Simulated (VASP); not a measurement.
# Cs (Im-3m) in VASP: reference runs

Reference runs on Cs: the cell as given and a disturbed copy.

All numbers are computed with VASP 6.6.1; they aren't measurements. Logs are shortened: lines on timing, memory, paths and dates and some standing lists are left out, and cuts for length are marked.

## Step 1: Starting point

The structure is cubic, space group Im-3m (No. 229). Conventional cell: a = 6.257 Å, b = 6.257 Å, c = 6.257 Å, α = 90.00°, β = 90.00°, γ = 90.00°.

## Step 2: Single point, PBE

File INCAR:

```
SYSTEM = Cs
PREC = Accurate
ENCUT = 520
EDIFF = 1E-7
ISMEAR = -1
SIGMA = 0.05
LREAL = .False.
LASPH = .True.
NELM = 60
ALGO = Normal
ISIF = 2
LWAVE = .False.
LCHARG = .True.
GGA = PE
LELF = .True.
LVHAR = .True.
NBANDS = 10
```

File KPOINTS:

```
regular mesh
0
Gamma
  6 6 6
  0 0 0
```

File POSCAR:

```
Cs
1.0
   -3.1284650614      3.1284650614      3.1284650614
    3.1284650614     -3.1284650614      3.1284650614
    3.1284650614      3.1284650614     -3.1284650614
Cs
1
Direct
    0.0000000000      0.0000000000      0.0000000000
```

Potentials or basis: VASP PAW PBE potentials, release 64 (Cs_sv).

Run with:

```sh
> cat potpaw_PBE.64/Cs_sv/POTCAR > POTCAR
> mpirun -np 1 vasp_std > vasp.out
```

OUTCAR:

```text
SYSTEM = Cs
   PREC = Accurate
   ENCUT = 520
   EDIFF = 1E-7
   ISMEAR = -1
   LREAL = .False.
   LASPH = .True.
   NELM = 60
   ISIF = 2
   GGA = PE

 ion  position               nearest neighbor table
   1  0.000  0.000  0.000-

  LATTYP: Found a body centered cubic cell.
 ALAT       =     6.2569301228

  Lattice vectors:

 A1 = (  -3.1284650614,   3.1284650614,   3.1284650614)
 A2 = (   3.1284650614,  -3.1284650614,   3.1284650614)
 A3 = (   3.1284650614,   3.1284650614,  -3.1284650614)

Analysis of symmetry for initial positions (statically):
=====================================================================
 Subroutine PRICEL returns:
 Original cell was already a primitive cell.

 Routine SETGRP: Setting up the symmetry group for a
 body centered cubic supercell.

 Subroutine GETGRP returns: Found 48 space group operations
 (whereof 48 operations were pure point group operations)
 out of a pool of 48 trial point group operations.

The static configuration has the point symmetry O_h .

Analysis of symmetry for dynamics (positions and initial velocities):
=====================================================================
 Subroutine PRICEL returns:
 Original cell was already a primitive cell.

 Routine SETGRP: Setting up the symmetry group for a
 body centered cubic supercell.

 Subroutine GETGRP returns: Found 48 space group operations
 (whereof 48 operations were pure point group operations)
 out of a pool of 48 trial point group operations.

The dynamic configuration has the point symmetry O_h .

 Subroutine INISYM returns: Found 48 space group operations
 (whereof 48 operations are pure point group operations),
 and found     1 'primitive' translations

----------------------------------------------------------------------------------------

                                     Primitive cell

  volume of cell :     122.4768

  direct lattice vectors                    reciprocal lattice vectors
    -3.128465061  3.128465061  3.128465061     0.000000000  0.159822785  0.159822785
     3.128465061 -3.128465061  3.128465061     0.159822785  0.000000000  0.159822785
     3.128465061  3.128465061 -3.128465061     0.159822785  0.159822785  0.000000000

  length of vectors
     5.418660436  5.418660436  5.418660436     0.226023551  0.226023551  0.226023551

  position of ions in fractional coordinates (direct lattice)
     0.000000000  0.000000000  0.000000000
[... 70 lines left out ...]
   NSW    =      0    number of steps for IOM
   IBRION =     -1    ionic relax: 0-MD 1-quasi-New 2-CG
   NFREE  =      0    steps in history (QN), initial steepest desc. (CG)
   ISIF   =      2    stress and relaxation
   ISYM   =      2    0-nonsym 1-usesym 2-fastsym
   POTIM  = 0.5000    time-step for ionic-motion
   TEBEG  =    0.0;   TEEND  =   0.0 temperature during run
   PSTRESS=    0.0 pullay stress
   NELECT =       9.0000    total number of electrons
   NUPDOWN=      -1.0000    fix difference up-down
   EMIN   =  10.00;   EMAX   =-10.00  energy-range for DOS
   EFERMI =   0.00;   METHOD = LEGACY
   ISMEAR =    -1;   SIGMA  =   0.05  broadening in eV -4-tet -1-fermi 0-gaus
   EFERMI_NEDOS =   21; number of points for ismear=-14 and -15
   IALGO  =     38    algorithm
   IMIX   =      4    mixing-type and parameters
     AMIX     =   0.40;   BMIX     =  1.00
     AMIX_MAG =   1.60;   BMIX_MAG =  1.00
  volume/ion in A,a.u.               =     122.48       826.51
  Fermi-wavevector in a.u.,A,eV,Ry     =   0.685706  1.295796  6.397353  0.470192
  Thomas-Fermi vector in A             =   1.765724
   LORBIT       =      0    0 simple, 1 ext, 2 COOP (PROOUT), +10 PAW based schemes
   GGA     = PE    functional components
   LHFCALC =     F    Hartree Fock is set to
   AEXX    =    0.0000 exact exchange contribution
   IVDW    =     0    specifies the selected vdW correction
   LEPSILON=     F    determine dielectric tensor
   LRPA    =     F    only Hartree local field effects (RPA)
 non-spin polarized calculation
  energy-cutoff  :      520.00
  volume of cell :      122.48
 maximum number of plane-waves:      3322
   NGX = 21   NGY = 21   NGZ = 21

 number of electron       8.9999999 magnetization

 Free energy of the ion-electron system (eV)
  ---------------------------------------------------
  ext. energy  EPLUGINS =         0.00000000
  ---------------------------------------------------
  free energy    TOTEN  =        -0.84607659 eV

  energy without entropy =       -0.82806724  energy(sigma->0) =       -0.83707191

 E-fermi :   0.3083     XC(G=0):  -5.2513

 val. band max:        0.1830278930   @ k =   0.1667   0.1667   0.1667
 cond. band min:       0.3251801039   @ k =   0.3333   0.1667   0.0000
 fundamental gap:      0.1421522109
 Fermi energy:         0.3082821878

 k-point     1 :       0.0000    0.0000    0.0000
  band No.  band energies     occupation
      1     -23.5920      2.00000
      2     -10.3436      2.00000
      3     -10.3436      2.00000
      4     -10.3436      2.00000
      5      -1.3124      2.00000
      6       2.7554      0.00000
      7       2.7554      0.00000
      8       2.7554      0.00000
      9       3.5701      0.00000
     10       3.5701      0.00000
[... 183 lines left out ...]
 k-point    16 :       0.5000    0.5000    0.5000
  band No.  band energies     occupation
      1     -23.5832      2.00000
      2     -10.4229      2.00000
      3     -10.4229      2.00000
      4     -10.4229      2.00000
      5       1.0012      0.00000
      6       1.0012      0.00000
      7       3.1578      0.00000
      8       3.1578      0.00000
      9       3.1578      0.00000
     10       4.4460      0.00000

------------------------ aborting loop because EDIFF is reached ----------------------------------------

  FORCE on cell =-STRESS in cart. coord.  units (eV):
  Direction    XX          YY          ZZ          XY          YZ          ZX
  --------------------------------------------------------------------------------------
  -------------------------------------------------------------------------------------
  Total       -0.0623793     -0.0623793     -0.0623793      0.0000000     -0.0000000      0.0000000
  in kB       -0.8160137     -0.8160137     -0.8160137      0.0000000     -0.0000000      0.0000000
  external PRESSURE =      -0.8160137 kB  Pullay stress =       0.0000000 kB

 VOLUME and BASIS-vectors are now :
 -----------------------------------------------------------------------------
  energy-cutoff  :      520.00
  volume of cell :      122.48
      direct lattice vectors                 reciprocal lattice vectors
    -3.128465061  3.128465061  3.128465061     0.000000000  0.159822785  0.159822785
     3.128465061 -3.128465061  3.128465061     0.159822785  0.000000000  0.159822785
     3.128465061  3.128465061 -3.128465061     0.159822785  0.159822785  0.000000000

 POSITION                                       TOTAL-FORCE (eV/Angst)
 -----------------------------------------------------------------------------------
      0.00000      0.00000      0.00000        -0.000000     -0.000000     -0.000000
 -----------------------------------------------------------------------------------
    total drift:                                0.000000     -0.000000     -0.000000

  FREE ENERGIE OF THE ION-ELECTRON SYSTEM (eV)
  ---------------------------------------------------
  free  energy   TOTEN  =        -0.8460765910 eV

  energy  without entropy=       -0.8280672357  energy(sigma->0) =       -0.83707191
```

OSZICAR:

```text
N       E                     dE             d eps       ncg     rms          rms(c)
DAV:   1     0.530374031461E+02    0.53037E+02   -0.29213E+03   320   0.628E+02
DAV:   2     0.407377940602E+01   -0.48964E+02   -0.47989E+02   440   0.105E+02
DAV:   3    -0.775716172970E+00   -0.48495E+01   -0.48450E+01   374   0.403E+01
DAV:   4    -0.843668962860E+00   -0.67953E-01   -0.67938E-01   406   0.551E+00
DAV:   5    -0.844004935769E+00   -0.33597E-03   -0.33596E-03   430   0.377E-01    0.129E-01
DAV:   6    -0.844816691373E+00   -0.81176E-03   -0.12565E-03   422   0.171E-01    0.902E-02
DAV:   7    -0.845992816073E+00   -0.11761E-02   -0.35637E-03   346   0.298E-01    0.344E-02
DAV:   8    -0.846075379957E+00   -0.82564E-04   -0.12161E-04   374   0.668E-02    0.410E-03
DAV:   9    -0.846077085949E+00   -0.17060E-05   -0.35569E-06   494   0.988E-03    0.274E-03
DAV:  10    -0.846076532149E+00    0.55380E-06   -0.76896E-07   366   0.426E-03    0.391E-04
DAV:  11    -0.846076590959E+00   -0.58810E-07   -0.23112E-08   240   0.906E-04
   1 F= -.84607659E+00 E0= -.83707191E+00  d E =-.180094E-01
```

stdout:

```text
POSCAR found type information on POSCAR Cs
 POSCAR found :  1 types and       1 ions
 scaLAPACK will be used
 LDA part: xc-table for (Slater+PW92), standard interpolation
 POSCAR, INCAR and KPOINTS ok, starting setup
 FFT: planning ... GRIDC
 FFT: planning ... GRID_SOFT
 FFT: planning ... GRID
 WAVECAR not read
 entering main loop
```

Wall time 15 s (1 thread of Intel Xeon Platinum 8375C at 2.90GHz (Ice Lake), shared host); peak memory 0.23 GiB.

What came out:

| Quantity | Value |
| --- | --- |
| Free energy | -0.8461 eV |
| Pressure | -0.1 GPa |
| Band gap on the k mesh | none (metal or under the smearing width) |

The run has no spin-orbit coupling, so splittings on Cs are missing.

## Step 3: Single point, PBE (cell strained at random at fixed volume)

File INCAR:

```
PREC = Accurate
ENCUT = 520
EDIFF = 1E-7
ISMEAR = -1
SIGMA = 0.05
LREAL = F
LASPH = T
NELM = 60
ALGO = Normal
ISIF = 2
LWAVE = F
LCHARG = F
GGA = PE
NBANDS = 10
```

File KPOINTS:

```
regular mesh
0
Gamma
  6 6 6
```

File POSCAR:

```
Cs
1.0
   -3.2699480000      3.2071640000      3.2746200000
    3.1394770000     -3.0609420000      2.9979270000
    3.1843290000      2.9753230000     -3.1283970000
Cs
1
Direct
   -0.0002280000      0.0061190000      0.0031940000
```

Potentials or basis: VASP PAW PBE potentials, release 64 (Cs_sv).

Run with:

```sh
> cat potpaw_PBE.64/Cs_sv/POTCAR > POTCAR
> mpirun -np 1 vasp_std > vasp.out
```

OUTCAR:

```text
PREC = Accurate
   ENCUT = 520
   EDIFF = 1E-7
   ISMEAR = -1
   LREAL = F
   LASPH = T
   NELM = 60
   ISIF = 2
   GGA = PE

 ion  position               nearest neighbor table
   1  1.000  0.006  0.003-

  LATTYP: Found a triclinic cell.
 ALAT       =     5.3116144493
 B/A-ratio  =     1.6192067321
 C/A-ratio  =     1.0130736597
 COS(alpha) =     0.0061070688
 COS(beta)  =     0.3309267493
 COS(gamma) =     0.8034072224

  Lattice vectors:

 A1 = (  -3.1394770000,   3.0609420000,  -2.9979270000)
 A2 = (   0.0448520000,   6.0362650000,  -6.1263240000)
 A3 = (  -3.0538580000,  -3.1215450000,  -3.1441500000)

Analysis of symmetry for initial positions (statically):
=====================================================================
 Subroutine PRICEL returns:
 Original cell was already a primitive cell.

 Routine SETGRP: Setting up the symmetry group for a
 triclinic supercell.

 Subroutine GETGRP returns: Found  2 space group operations
 (whereof  1 operations were pure point group operations)
 out of a pool of  2 trial point group operations.

The static configuration has the point symmetry C_1 .
 The point group associated with its full space group is S_2 .

Analysis of symmetry for dynamics (positions and initial velocities):
=====================================================================
 Subroutine PRICEL returns:
 Original cell was already a primitive cell.

 Routine SETGRP: Setting up the symmetry group for a
 triclinic supercell.

 Subroutine GETGRP returns: Found  2 space group operations
 (whereof  1 operations were pure point group operations)
 out of a pool of  2 trial point group operations.

The dynamic configuration has the point symmetry C_1 .
 The point group associated with its full space group is S_2 .

 Subroutine INISYM returns: Found  2 space group operations
 (whereof  1 operations are pure point group operations),
 and found     1 'primitive' translations

[... 136 lines left out ...]
   IMIX   =      4    mixing-type and parameters
     AMIX     =   0.40;   BMIX     =  1.00
     AMIX_MAG =   1.60;   BMIX_MAG =  1.00
  volume/ion in A,a.u.               =     122.48       826.51
  Fermi-wavevector in a.u.,A,eV,Ry     =   0.685706  1.295796  6.397353  0.470192
  Thomas-Fermi vector in A             =   1.765724
   LORBIT       =      0    0 simple, 1 ext, 2 COOP (PROOUT), +10 PAW based schemes
   GGA     = PE    functional components
   LHFCALC =     F    Hartree Fock is set to
   AEXX    =    0.0000 exact exchange contribution
   IVDW    =     0    specifies the selected vdW correction
   LEPSILON=     F    determine dielectric tensor
   LRPA    =     F    only Hartree local field effects (RPA)
 non-spin polarized calculation
  energy-cutoff  :      520.00
  volume of cell :      122.48
 maximum number of plane-waves:      3318
 NGX is ok and might be reduce to    42
   NGX = 21   NGY = 19   NGZ = 19

 number of electron       8.9999999 magnetization

 Free energy of the ion-electron system (eV)
  ---------------------------------------------------
  ext. energy  EPLUGINS =         0.00000000
  ---------------------------------------------------
  free energy    TOTEN  =        -0.84568420 eV

  energy without entropy =       -0.83005717  energy(sigma->0) =       -0.83787068

 E-fermi :   0.3083     XC(G=0):  -5.2508

 val. band max:        0.3081285345   @ k =   0.3333   0.1667   0.5000
 cond. band min:       0.3107890722   @ k =   0.3333   0.1667   0.0000
 fundamental gap:      0.0026605377
 Fermi energy:         0.3082727547

 k-point     1 :       0.0000    0.0000    0.0000
  band No.  band energies     occupation
      1     -23.5943      2.00000
      2     -10.3516      2.00000
      3     -10.3432      2.00000
      4     -10.3406      2.00000
      5      -1.3118      2.00000
      6       2.6174      0.00000
      7       2.6850      0.00000
      8       2.9154      0.00000
      9       3.5477      0.00000
     10       3.6613      0.00000
[... 495 lines left out ...]
 k-point    40 :       0.1667    0.5000    0.1667
  band No.  band energies     occupation
      1     -23.5892      2.00000
      2     -10.4434      2.00000
      3     -10.3705      2.00000
      4     -10.3683      2.00000
      5       0.2396      1.59598
      6       1.5361      0.00000
      7       1.6420      0.00000
      8       3.6203      0.00000
      9       3.7500      0.00000
     10       3.8950      0.00000

 [... further k-points ...]
[... 5 lines left out ...]
  --------------------------------------------------------------------------------------
  -------------------------------------------------------------------------------------
  Total       -0.0631539     -0.0560992     -0.0610030      0.0049070     -0.0111575      0.0092926
  in kB       -0.8261462     -0.7338604     -0.7980089      0.0641909     -0.1459567      0.1215606
  external PRESSURE =      -0.7860052 kB  Pullay stress =       0.0000000 kB

 VOLUME and BASIS-vectors are now :
 -----------------------------------------------------------------------------
  energy-cutoff  :      520.00
  volume of cell :      122.48
      direct lattice vectors                 reciprocal lattice vectors
    -3.269948000  3.207164000  3.274620000     0.005356447  0.158135354  0.155849927
     3.139477000 -3.060942000  2.997927000     0.161470010 -0.001614770  0.162821142
     3.184329000  2.975323000 -3.128397000     0.160342703  0.163979261 -0.000487410

 POSITION                                       TOTAL-FORCE (eV/Angst)
 -----------------------------------------------------------------------------------
     -3.23982      3.19721      3.28223         0.000000      0.000000     -0.000000
 -----------------------------------------------------------------------------------
    total drift:                                0.000002      0.000003     -0.000004

  FREE ENERGIE OF THE ION-ELECTRON SYSTEM (eV)
  ---------------------------------------------------
  free  energy   TOTEN  =        -0.8456841964 eV

  energy  without entropy=       -0.8300571724  energy(sigma->0) =       -0.83787068
```

OSZICAR:

```text
N       E                     dE             d eps       ncg     rms          rms(c)
DAV:   1     0.535982713156E+02    0.53598E+02   -0.28443E+03  2240   0.617E+02
DAV:   2     0.444134631314E+01   -0.49157E+02   -0.48064E+02  3032   0.106E+02
DAV:   3    -0.766140688006E+00   -0.52075E+01   -0.52017E+01  2584   0.412E+01
DAV:   4    -0.843270891509E+00   -0.77130E-01   -0.77111E-01  2984   0.593E+00
DAV:   5    -0.843631440995E+00   -0.36055E-03   -0.36053E-03  3118   0.362E-01    0.129E-01
DAV:   6    -0.844432407850E+00   -0.80097E-03   -0.12815E-03  2922   0.173E-01    0.906E-02
DAV:   7    -0.845597596936E+00   -0.11652E-02   -0.35442E-03  2464   0.297E-01    0.346E-02
DAV:   8    -0.845682894805E+00   -0.85298E-04   -0.12242E-04  2710   0.677E-02    0.422E-03
DAV:   9    -0.845684679805E+00   -0.17850E-05   -0.40274E-06  3368   0.105E-02    0.280E-03
DAV:  10    -0.845684133376E+00    0.54643E-06   -0.83383E-07  2750   0.449E-03    0.409E-04
DAV:  11    -0.845684196373E+00   -0.62996E-07   -0.23090E-08  1808   0.944E-04
   1 F= -.84568420E+00 E0= -.83787068E+00  d E =-.156270E-01
```

stdout:

```text
POSCAR found type information on POSCAR Cs
 POSCAR found :  1 types and       1 ions
 scaLAPACK will be used
 LDA part: xc-table for (Slater+PW92), standard interpolation
 POSCAR, INCAR and KPOINTS ok, starting setup
 FFT: planning ... GRIDC
 FFT: planning ... GRID_SOFT
 FFT: planning ... GRID
 WAVECAR not read
 entering main loop
```

Run time: 1.7 min. Hardware: 1 thread of Intel Xeon Platinum 8375C at 2.90GHz (Ice Lake), shared host; peak memory 0.31 GiB.

What came out:

| Property | Result |
| --- | --- |
| Free energy | -0.8457 eV |
| Pressure | -0.1 GPa |
| Band gap on the k mesh | none (metal or under the smearing width) |
